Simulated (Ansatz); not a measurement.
# InP (F-43m) in Ansatz: notebook

One crystal, InP, is run at these levels: revPBE, r2SCAN-EpsX, HSEsol; tasks: band structure, single point, equation of state.

Program: Ansatz 0.2.0. These are calculated values, not measurements. Logs are shortened: lines on timing, memory, paths and dates and some standing lists are left out, and cuts for length are marked.

**Experimental background.**

A printed reference work, data compilation reports, for a bulk crystal of InP at 1.6 K: band gap 1.4236 eV (direct).

The results are compared with them further down.

### 1 The structure

Symmetry: F-43m, No. 216, cubic system. The conventional cell has a = 5.861 Å, b = 5.861 Å, c = 5.861 Å, α = 90.00°, β = 90.00°, γ = 90.00°. In (site symmetry -43m) is surrounded by 4 P at 2.54 Å. Around P (site symmetry -43m) lie 4 In at 2.54 Å.

### 2 Band structure, revPBE

The input, input.yaml:

```yaml
crystal:
  lattice:
    - [0.0, 2.9305, 2.9305]
    - [2.9305, 0.0, 2.9305]
    - [2.9305, 2.9305, 0.0]
  atoms:
    - { symbol: In, position: [0.0, 0.0, 0.0] }
    - { symbol: P, position: [0.75, 0.75, 0.75] }
hamiltonian:
  xc: revpbe
  pseudopotentials: { kind: paw }
kpoints:
  mp_grid: { grid: [8, 8, 8] }
  band_path:
    path:
      - [[0.0, 0.0, 0.0], [0.5, 0.0, 0.5], [0.5, 0.25, 0.75], [0.375, 0.375, 0.75], [0.0, 0.0, 0.0], [0.5, 0.5, 0.5], [0.625, 0.25, 0.625], [0.5, 0.25, 0.75], [0.5, 0.5, 0.5], [0.375, 0.375, 0.75]]
      - [[0.625, 0.25, 0.625], [0.5, 0.0, 0.5]]
    npoints: 14
scf:
  occupations: { method: fermi_dirac, width: 0.05 }
  n_extra_bands: 6
output:
  forces: true
  stress: true
  eigenvalues: true
  fatbands: false
```

Potentials or basis: Ansatz PAW.

Run with:

```console
$ ansatz run input.yaml --threads 2 --pin off --max-ram 5632MiB --backend cpu --events-out ev --progress --plain --runs-dir out
```

What it wrote:

```text
Warning: RAYON_NUM_THREADS=2 ignored (pool sized by the plan → 2); use --threads N
scf.n_extra_bands = 6 over 9 filled bands (N_el = 18.0): the run solves 15 bands
Engine: ansatz 0.2.0, x86_64-unknown-linux-gnu
Pseudopotentials: kind: paw
Pseudopotential: In, paw, valence charge 13, recommended cutoff 420 eV (normal), In.paw.azcp
Pseudopotential: P, paw, valence charge 5, recommended cutoff 420 eV (normal), P.paw.azcp
Functional definition: revPBE
  parameter kappa = 1.245
  parameter beta = 0.06672455060314922
  exchange = pbe_x(kappa = kappa, mu = beta*pi^2/3)
  correlation = pbe_c(beta = beta)
Crystal: 2 atoms, lattice volume = 50.333 Å³
Basis set: ecut = 420 eV, 941 PW (Γ), exchange–correlation on 60×60×60 points (8 copies of the dense FFT grid, shifted against one another)
Bands: 15, of which v1, the nominal top of the filled ones, is band 9 counted from 1 (8 counted from 0)
Symmetry: 24 space group operations
Space group: F-43m (ITA 216), of the structure as read, at distance tolerance 3.7e-5 Å
k-points: 29 of 512 (time reversal used)
Non-local potential: In, projectors of the file, l = 0: 2, l = 1: 2, l = 2: 2, l = 3: 2
Non-local potential: P, projectors of the file, l = 0: 2, l = 1: 2, l = 2: 2
PAW form: soft (Blöchl's): semilocal exchange-correlation on the pseudo side does not see the compensation charge
PAW frozen core: In, regenerated for the run's functional, and the local potential with it (the file was generated under x = pbe(κ = 0.804, μ = 0.2195149727645171), c = pbe(β = 0.06672455060314922))
PAW frozen core: P, regenerated for the run's functional, and the local potential with it (the file was generated under x = pbe(κ = 0.804, μ = 0.2195149727645171), c = pbe(β = 0.06672455060314922))
PAW one-centre angular grid: In, 590 points (default); XC on 64 Gauss nodes
PAW one-centre angular grid: P, 110 points (default); XC on 64 Gauss nodes
Initial density: superposition of atomic densities (neutral atoms: chi_scale 0, normalization atom), corrected by the library's trained network
Initial wavefunctions: pseudopotential atomic-orbital guess
Functional: x = revpbe(κ = 1.245, μ = 0.2195149727645171), c = pbe(β = 0.06672455060314922)
SCF iter   1: F=—  HF=-6362.311519 eV  |F-HF|=—  |Δ(HF+E_count)|=         —  Δρ=3.04e-3  dr2=4.43e-3  ethr=1.77e-3  ⟨swp⟩=6.3  Hψ=2786  notcnv=0
preconditioner: auto → none  [insulator: Δε(μ)=0.806 eV  Ē_g=16.358 eV  σ=0.050 eV  W_gap=1.00  n_scr=14 (ndim 8)  ℏωp=22.2 eV  f_vac=0.021  D(μ)=0.00/eV (n_scr^D=0)  ε∞_Penn≈2.8]
SCF iter   2: F=—  HF=-6362.309901 eV  |F-HF|=—  |Δ(HF+E_count)|=   1.62e-3  Δρ=1.34e-3  dr2=1.11e-3  ethr=2.46e-5  ⟨swp⟩=2.0  Hψ=1055  notcnv=0  defer=38
SCF iter   3: F=—  HF=-6362.309509 eV  |F-HF|=—  |Δ(HF+E_count)|=   3.92e-4  Δρ=4.46e-4  dr2=9.46e-5  ethr=6.16e-6  ⟨swp⟩=2.3  Hψ=658  notcnv=0  defer=38
SCF iter   4: F=—  HF=-6362.309536 eV  |F-HF|=—  |Δ(HF+E_count)|=   2.75e-5  Δρ=3.03e-4  dr2=3.39e-5  ethr=5.26e-7  ⟨swp⟩=2.0  Hψ=654  notcnv=0  defer=38
SCF iter   5: F=—  HF=-6362.309524 eV  |F-HF|=—  |Δ(HF+E_count)|=   1.21e-5  Δρ=1.33e-4  dr2=6.48e-6  ethr=1.88e-7  ⟨swp⟩=2.8  Hψ=656  notcnv=0  defer=38
SCF iter   6: F=—  HF=-6362.309522 eV  |F-HF|=—  |Δ(HF+E_count)|=   1.78e-6  Δρ=2.82e-5  dr2=3.01e-7  ethr=3.60e-8  ⟨swp⟩=2.0  Hψ=622  notcnv=0  defer=38
SCF iter   7: F=-6362.309522 eV  HF=-6362.309522 eV  |F-HF|=2.05e-9  |Δ(HF+E_count)|=   4.82e-8  Δρ=2.23e-6  dr2=2.41e-9  ethr=5.56e-10  ⟨swp⟩=9.7  Hψ=2385  notcnv=0
SCF 1 converged in 7 iterations: F = -6362.309522 eV  dr2 = 2.41e-9
NSCF: frozen V_eff on 142 k-points
SCF converged after 7 iterations
Free energy (F): -6362.309522 eV
Harris-Foulkes:  -6362.309522 eV  (|F-HF|=2.05e-9)
Internal energy: -6362.309520 eV  (E = F + TS)
E sigma→0 (E₀):  -6362.309521 eV
Entropy (-TS):   -0.000002 eV (-0.001 meV/atom)
Fermi energy:    7.508939 eV
--- Per-component energies (eV) ---
  E_band       = -50.736391
  E_kinetic    = 313.744982
  E_local      = -1398.006560  (includes V_loc(G=0)·N_el)
  E_nonlocal   = 400.884118
  E_hartree    = 552.241152
  E_xc         = -277.076933
  E_vxc        = -159.628403  (∫ρ·V_xc dr)
  E_paw        = -4733.412913  (= ΣΔE_a)
  E_vpaw       = -312.215035  (= ΣTr[D̂ρ^β])
  E_aug_tail   = 0.000030  (compensation charges beyond the density's cutoff)
  E_ewald      = -1220.708286
  E_core_change = 0.024891  (= ΣΔE_core)
  E_smearing   = -0.000002  (= −TS)
  E_closure    = 0.000000  (closes the sum)
  Σ components = -6362.309522   (vs F -6362.309522, Δ=0.00e0)
--- Forces (eV/Å), atoms counted from 1 ---
  atom   1  In    -0.00000000     0.00000000    -0.00000000
  atom   2  P      0.00000000    -0.00000000     0.00000000
  max |Σ_I F_I| component: 9.25e-17 eV/Å
--- Stress (GPa, compression-positive) ---
        4.664138       0.000000      -0.000000
       -0.000000       4.664138       0.000000
       -0.000000       0.000000       4.664138
  P = ⅓ Tr σ = 4.6641 GPa (46.641 kbar)
--- Band table (eV; the first three rows and the last of 29) ---
  k-point 0: bands = ["-7.1304", "-7.1304", "-7.1304", "-6.9790", "-6.9790", "-4.4236", "7.0701", "7.0701", "7.0701", "7.8850", "11.1984", "11.1984", "11.1984", "15.8203", "16.4788"]
  k-point 1: bands = ["-7.1492", "-7.1230", "-7.1230", "-6.9789", "-6.9789", "-4.2457", "5.5622", "6.8856", "6.8856", "8.8003", "11.3685", "11.4741", "11.4741", "15.8780", "15.8780"]
  k-point 2: bands = ["-7.1921", "-7.1072", "-7.1072", "-6.9763", "-6.9763", "-3.7489", "3.6633", "6.5166", "6.5166", "8.9435", "11.8965", "11.8965", "12.4692", "15.6662", "15.6662"]
  k-point 28: bands = ["-7.2814", "-7.0702", "-7.0347", "-6.9990", "-6.9639", "-1.9786", "1.5062", "4.1433", "4.1877", "11.4283", "11.4825", "12.7059", "13.3592", "17.3435", "18.3228"]
```

Run time: 4.9 s. Hardware: 2 threads of Intel Xeon at 2.70GHz, shared host; peak memory 0.35 GiB.

What came out:

```
Free energy             : -6362.3095 eV
Pressure                : 4.7 GPa
Band gap on the k mesh  : 0.81 eV, direct
Band gap along the path : 0.81 eV, direct
```

Levels at the corners of the path, in eV from the valence-band top:
```csv
point,band 7,band 8,band 9,band 10,band 11,band 12
Γ,0.00,0.00,0.00,0.81,4.13,4.13
X,-5.71,-2.31,-2.31,1.85,2.34,9.32
W,-5.56,-2.93,-2.88,4.36,4.41,5.64
K,-5.57,-3.27,-1.93,2.44,4.44,7.54
Γ,0.00,0.00,0.00,0.81,4.13,4.13
L,-5.69,-0.97,-0.97,1.58,4.85,4.85
U,-5.57,-3.27,-1.93,2.44,4.44,7.54
W,-5.56,-2.93,-2.88,4.36,4.41,5.64
L,-5.69,-0.97,-0.97,1.58,4.85,4.85
K,-5.57,-3.27,-1.93,2.44,4.44,7.54
U,-5.57,-3.27,-1.93,2.44,4.44,7.54
X,-5.71,-2.31,-2.31,1.85,2.34,9.32
```

Caveat: spin-orbit coupling is left out, which moves the levels of the heavy elements; the PAW data sets come from PBE, with cores solved anew for the run's functional, which leaves a small shift of forces and pressure.

### 3 Single point, r2SCAN-EpsX, 23.66 Å³/atom (volume scaled by 0.94)

The input, input.yaml:

```yaml
crystal:
  lattice:
    - [0.0, 2.8706770916, 2.8706770916]
    - [2.8706770916, 0.0, 2.8706770916]
    - [2.8706770916, 2.8706770916, 0.0]
  atoms:
    - { symbol: In, position: [0.0, 0.0, 0.0] }
    - { symbol: P, position: [0.75, 0.75, 0.75] }
hamiltonian:
  xc:
    exchange: r2scan
    correlation: r2scan
    exx: { coeff: inverse_dielectric }
  pseudopotentials: { kind: paw }
kpoints:
  mp_grid: { grid: [4, 4, 4] }
scf:
  occupations: { method: fermi_dirac, width: 0.05 }
output:
  forces: true
  stress: true
  eigenvalues: true
```

Potentials or basis: Ansatz PAW.

Run with:

```console
$ ansatz run input.yaml --threads 2 --pin off --max-ram 5632MiB --backend cpu --events-out ev --progress --plain --runs-dir out
```

What it wrote:

```text
Warning: output.stress: scf.convergence.dr2_threshold = 1e-7 eV (the SCF's general default) is looser than the 2e-10 eV advised for a printed stress (1e-10 eV for each atom of the cell: 2). What an SCF threshold leaves in a stress goes as its square root, and in the free energy as the threshold itself, and one threshold admits the most on a small cell: of the crystals measured, under no hybrid functional and no lock of the moments, on runs that ended without the residual-converged pass, on stresses that held no estimate of that error, the worst erred by over 100 MPa in a component at 1e-7 eV an atom and by under 5 at 1e-10. Set scf.convergence.dr2_threshold to 2e-10 eV or tighter. The threshold is an SCF's pass mark: one that does not reach it within its budget of iterations ends unconverged, or closes short of it on a stop that the run arms, and scf.convergence.dr2_threshold's page says what that costs each kind of run
Warning: output.stress: scf.exx.energy_threshold = 1e-6 eV is looser than the 2e-8 eV advised for a stress under a hybrid functional (1e-8 eV for each atom of the cell: 2). Every SCF of the exchange loop can meet its threshold on dr2 while the loop round them stops early: no threshold on dr2 bounds what that leaves in the stress. Set scf.exx.energy_threshold to 2e-8 eV or tighter. The threshold is the loop's pass mark: a loop that does not reach it within its budget of cycles ends unconverged, and scf.exx.energy_threshold's page has the law
Warning: RAYON_NUM_THREADS=2 ignored (pool sized by the plan → 2); use --threads N
the fraction of exact exchange is that of a crystal of In1P1
[... 2 set-up lines as earlier in the session ...]
Pseudopotential: In, paw, valence charge 13, recommended cutoff 500 eV (meta_gga), In.paw.azcp
Pseudopotential: P, paw, valence charge 5, recommended cutoff 500 eV (meta_gga), P.paw.azcp
Functional definition: unnamed
  parameter a_1 = 0.25
  exchange = (1 - a_1)*r2scan_x + a_1*exact_x
  correlation = r2scan_c
  a weight of exact exchange comes from the crystal, and the text's number only plans the run
Solving k-mesh 4×4×4 for the fraction of exact exchange
ε∞ on k-mesh 4×4×4 of a primitive cell, without crystal.supercell, crystal.defects and total_charge: xx 9.0461, yy 9.0461, zz 9.0461; 3/Tr ε∞, of that cell with its empty space = 0.11054453173822346; solved inside the basis of its states, on 6×6×6 points, each entry to 0.0332, at a least direct gap of 1.511 eV
Crystal: 2 atoms, lattice volume = 47.313 Å³
Basis set: ecut = 500 eV, 1243 PW (Γ), exchange–correlation on 120×120×120 points (64 copies of the dense FFT grid, shifted against one another)
Bands: 13, of which v1, the nominal top of the filled ones, is band 9 counted from 1 (8 counted from 0)
[... 1 set-up line as earlier in the session ...]
Space group: F-43m (ITA 216), of the structure as read, at distance tolerance 3.6e-5 Å
k-points: 8 of 64 (time reversal used)
[... 5 set-up lines as earlier in the session ...]
PAW one-centre angular grid: In, 590 points (default); XC on 289 of its mesh's 2783 points in the sphere
PAW one-centre angular grid: P, 302 points (default); XC on 160 Gauss nodes
[... 2 set-up lines as earlier in the session ...]
Functional: x = r2scan, c = r2scan; τ floored in thin density (d = 2e-4 eV/Å³), warm-up for x = 0.8894554682617766 r2scan + 0.11054453173822346 exact, c = r2scan; τ floored in thin density (d = 2e-4 eV/Å³)
SCF iter   1: F=—  HF=-6371.531529 eV  |F-HF|=—  |Δ(HF+E_count)|=         —  Δρ=7.00e-3  dr2=1.36e-2  dr2_τ=1.51e-2  ethr=1.77e-3  ⟨swp⟩=7.8  Hψ=508  notcnv=0
preconditioner: auto → none  [insulator: Δε(μ)=1.460 eV  Ē_g=15.790 eV  σ=0.050 eV  W_gap=1.00  n_scr=14 (ndim 8)  ℏωp=22.9 eV  f_vac=0.012  D(μ)=0.00/eV (n_scr^D=0)]
SCF iter   2: F=—  HF=-6371.547155 eV  |F-HF|=—  |Δ(HF+E_count)|=   1.56e-2  Δρ=2.29e-3  dr2=1.85e-3  dr2_τ=7.19e-5  ethr=7.55e-5  ⟨swp⟩=4.2  Hψ=327  notcnv=0
SCF iter   3: F=—  HF=-6371.547475 eV  |F-HF|=—  |Δ(HF+E_count)|=   3.19e-4  Δρ=1.14e-3  dr2=3.17e-4  dr2_τ=6.85e-6  ethr=1.03e-5  ⟨swp⟩=2.0  Hψ=176  notcnv=0
iter 4 solved again at ethr=1.41e-8 eV; its pass at ethr=1.76e-6 eV (dr2=2.55e-6 eV) is discarded
SCF iter   4: F=-6371.547597 eV  HF=-6371.547598 eV  |F-HF|=3.87e-7  |Δ(HF+E_count)|=   1.23e-4  Δρ=9.58e-5  dr2=2.34e-6  dr2_τ=4.22e-7  ethr=1.41e-8  ⟨swp⟩=4.6  Hψ=520  notcnv=0
SCF 1 stopped early in 4 iterations: F = -6371.547597 eV  dr2 = 2.34e-6
Initial density: handed on by an earlier stage of this run
Initial wavefunctions: those handed on with the density
Functional: x = 0.8894554682617766 r2scan + 0.11054453173822346 exact, c = r2scan; τ floored in thin density (d = 2e-4 eV/Å³)
Frozen-core exchange: fock
SCF iter   1: F=—  HF=-6371.400019 eV  |F-HF|=—  |Δ(HF+E_count)|=         —  Δρ=1.07e-3  dr2=3.74e-4  dr2_τ=3.04e-5  ethr=1.30e-7  ⟨swp⟩=8.1  Hψ=591  notcnv=0
preconditioner: auto → none  [insulator: Δε(μ)=2.078 eV  Ē_g=16.841 eV  σ=0.050 eV  W_gap=1.00  n_scr=14 (ndim 8)  ℏωp=22.9 eV  f_vac=0.010  D(μ)=0.00/eV (n_scr^D=0)]
SCF iter   2: F=—  HF=-6371.400095 eV  |F-HF|=—  |Δ(HF+E_count)|=   7.60e-5  Δρ=1.96e-4  dr2=3.21e-5  dr2_τ=8.14e-7  ethr=1.30e-7  ⟨swp⟩=4.0  Hψ=299  notcnv=0
SCF iter   3: F=—  HF=-6371.400420 eV  |F-HF|=—  |Δ(HF+E_count)|=   3.25e-4  Δρ=1.54e-4  dr2=8.21e-6  dr2_τ=5.32e-8  ethr=6.49e-8  ⟨swp⟩=4.6  Hψ=304  notcnv=0
SCF iter   4: F=—  HF=-6371.400419 eV  |F-HF|=—  |Δ(HF+E_count)|=   7.57e-7  Δρ=2.78e-5  dr2=5.48e-7  dr2_τ=1.39e-8  ethr=4.44e-8  ⟨swp⟩=3.0  Hψ=201  notcnv=0
SCF iter   5: F=-6371.400422 eV  HF=-6371.400422 eV  |F-HF|=1.87e-8  |Δ(HF+E_count)|=   2.28e-6  Δρ=1.33e-5  dr2=6.31e-8  dr2_τ=1.19e-9  ethr=1.97e-9  ⟨swp⟩=4.2  Hψ=328  notcnv=0
SCF 2 converged in 5 iterations: F = -6371.400422 eV  dr2 = 6.31e-8
hybrid outer 1: dexx = +3.247e-4 eV, tail = 2.67e-7 eV
Frozen-core exchange: fock
SCF iter   1: F=—  HF=-6371.400420 eV  |F-HF|=—  |Δ(HF+E_count)|=         —  Δρ=1.06e-5  dr2=4.85e-8  dr2_τ=7.58e-10  ethr=7.42e-9  ⟨swp⟩=5.5  Hψ=279  notcnv=0
preconditioner: auto → none  [insulator: Δε(μ)=2.093 eV  Ē_g=16.832 eV  σ=0.050 eV  W_gap=1.00  n_scr=14 (ndim 8)  ℏωp=22.9 eV  f_vac=0.010  D(μ)=0.00/eV (n_scr^D=0)]
SCF iter   2: F=-6371.400420 eV  HF=-6371.400420 eV  |F-HF|=1.64e-11  |Δ(HF+E_count)|=   1.79e-9  Δρ=2.73e-6  dr2=1.60e-9  dr2_τ=1.73e-10  ethr=2.58e-10  ⟨swp⟩=3.0  Hψ=203  notcnv=0
SCF 3 converged in 2 iterations: F = -6371.400420 eV  dr2 = 1.60e-9
  Residual-converged pass: ⟨swp⟩=3.9  Hψ=263  notcnv=0  max |occ|·‖R‖ = 2.4e-6 eV (tolerance 2.4e-6 eV)  dr2=1.55e-9  dr2_τ=1.78e-10  dr2_onsite=2.05e-10  max |Δocc| = 2.6e-18
hybrid outer 2: dexx = +1.690e-9 eV, tail = 4.03e-9 eV, Δε = 1.27e-4 eV (about 2.59e-5 eV left of the loop's levels)
hybrid SCF converged: 2 outer / 7 inner (+4 warm-up), last move |dexx| = 1.69e-9 eV, tail = 4.03e-9 eV
Stability not checked: this state was not tested for a lower state beside it, because the functional holds exact exchange (a hybrid, or Hartree-Fock), whose exchange loop this test does not read (fock_operator; see scf.lower_state_search)
Free energy (F): -6371.400420 eV
Frozen-core exchange: fock
Harris-Foulkes:  -6371.400420 eV  (|F-HF|=1.64e-11)
Internal energy: -6371.400420 eV  (E = F + TS)
E sigma→0 (E₀):  -6371.400420 eV
Fermi energy:    8.436479 eV
--- Per-component energies (eV) ---
  E_band       = -63.979409
  E_kinetic    = 316.191480
  E_local      = -1362.796802  (includes V_loc(G=0)·N_el)
  E_nonlocal   = 401.632997
  E_hartree    = 540.667228
  E_xc         = -234.194030
  E_vxc        = -154.942396  (∫ρ·V_xc dr)
  E_exx        = -21.287658  (= α·E_x^exact, valence–valence)
  E_paw        = -4766.409261  (= ΣΔE_a)
  E_vpaw       = -311.603604  (= ΣTr[D̂ρ^β])
  E_aug_tail   = 0.000008  (compensation charges beyond the density's cutoff)
  E_vtau       = 8.779565  (kinetic-family band-sum trace: ∫τ·v_τ [+ j·A + Jᵃ·Aᵃ] dr)
  E_ewald      = -1246.146996
  E_core_change = 0.942615  (= ΣΔE_core)
  E_smearing   = -0.000000  (= −TS)
  E_closure    = -0.000002  (closes the sum)
  Σ components = -6371.400420   (vs F -6371.400420, Δ=-9.09e-13)
--- Forces (eV/Å), atoms counted from 1 ---
  atom   1  In    -0.00000000    -0.00000000     0.00000000
  atom   2  P      0.00000000     0.00000000    -0.00000000
  max |Σ_I F_I| component: 1.30e-16 eV/Å
--- Stress (GPa, compression-positive) ---
        6.826394       0.000000      -0.000000
       -0.000000       6.826394       0.000000
       -0.000000       0.000000       6.826394
  P = ⅓ Tr σ = 6.8264 GPa (68.264 kbar)
--- Band table (eV; the first three rows and the last of 8) ---
  k-point 0: bands = ["-8.2492", "-8.2492", "-8.2492", "-8.0426", "-8.0426", "-5.5980", "7.3629", "7.3629", "7.3629", "9.4555", "12.3794", "12.3794", "12.3794"]
  k-point 1: bands = ["-8.3324", "-8.2185", "-8.2185", "-8.0395", "-8.0395", "-4.7907", "3.5959", "6.7034", "6.7034", "10.3054", "13.1676", "13.1676", "13.9521"]
  k-point 2: bands = ["-8.4054", "-8.1973", "-8.1973", "-8.0261", "-8.0261", "-3.5110", "0.8524", "6.2086", "6.2086", "9.9502", "13.1155", "13.1155", "15.6557"]
  k-point 7: bands = ["-8.4464", "-8.1675", "-8.1232", "-8.0704", "-8.0240", "-2.6228", "1.1268", "3.8838", "3.9333", "12.5203", "13.1017", "14.1817", "14.5434"]
```

It took 46 s on 2 threads of AMD EPYC 7R43 (Zen 3), shared host; peak memory 0.89 GiB.

Results:

```
Free energy             : -6371.4004 eV
Pressure                : 6.8 GPa
Band gap on the k mesh  : 2.09 eV, direct
Share of exact exchange : 0.111
```

Caveat: the k mesh is coarse (spacing up to 0.47 Å⁻¹), so the values aren't converged, least of all with exact exchange; spin-orbit coupling is left out, which moves the levels of the heavy elements; the PAW data sets come from PBE, with cores solved anew for the run's functional, which leaves a small shift of forces and pressure; the thresholds are loose for stress.

### 4 Single point, r2SCAN-EpsX, 24.16 Å³/atom (volume scaled by 0.96)

input.yaml: that of step 3 with these lines changed.

```diff
@@ -2,5 +2,5 @@
   lattice:
-    - [0.0, 2.8706770916, 2.8706770916]
-    - [2.8706770916, 0.0, 2.8706770916]
-    - [2.8706770916, 2.8706770916, 0.0]
+    - [0.0, 2.8908937935, 2.8908937935]
+    - [2.8908937935, 0.0, 2.8908937935]
+    - [2.8908937935, 2.8908937935, 0.0]
   atoms:
```

Run with:

```console
$ ansatz run input.yaml --threads 2 --pin off --max-ram 5632MiB --backend cpu --events-out ev --progress --plain --runs-dir out
```

It took 49 s on 2 threads of AMD EPYC 7R43 (Zen 3), shared host; peak memory 0.89 GiB.

It converged, with:

| Quantity | Value |
| --- | --- |
| Free energy | -6371.4389 eV |
| Pressure | 4.8 GPa |
| Band gap on the k mesh | 1.96 eV, direct |
| Share of exact exchange | 0.109 |

Caveat: the k mesh is coarse (spacing up to 0.47 Å⁻¹), so the values aren't converged, least of all with exact exchange; spin-orbit coupling is left out, which moves the levels of the heavy elements; the PAW data sets come from PBE, with cores solved anew for the run's functional, which leaves a small shift of forces and pressure; the thresholds are loose for stress.

### 5 Single point, r2SCAN-EpsX, 24.66 Å³/atom (volume scaled by 0.98)

input.yaml: that of step 4 with these lines changed.

```diff
@@ -2,5 +2,5 @@
   lattice:
-    - [0.0, 2.8908937935, 2.8908937935]
-    - [2.8908937935, 0.0, 2.8908937935]
-    - [2.8908937935, 2.8908937935, 0.0]
+    - [0.0, 2.9108316221, 2.9108316221]
+    - [2.9108316221, 0.0, 2.9108316221]
+    - [2.9108316221, 2.9108316221, 0.0]
   atoms:
```

Run with:

```console
$ ansatz run input.yaml --threads 2 --pin off --max-ram 5632MiB --backend cpu --events-out ev --progress --plain --runs-dir out
```

Wall time 54 s (2 threads of AMD EPYC 7R43 (Zen 3), shared host); peak memory 0.93 GiB.

Results (log left out):

```yaml
Free_energy: -6371.4656 eV
Pressure: 3.0 GPa
Band_gap_on_the_k_mesh: 1.82 eV, direct
Share_of_exact_exchange: 0.107
```

Caveat: the k mesh is coarse (spacing up to 0.47 Å⁻¹), so the values aren't converged, least of all with exact exchange; spin-orbit coupling is left out, which moves the levels of the heavy elements; the PAW data sets come from PBE, with cores solved anew for the run's functional, which leaves a small shift of forces and pressure; the thresholds are loose for stress.

(Part 1 of 2 ends here.)
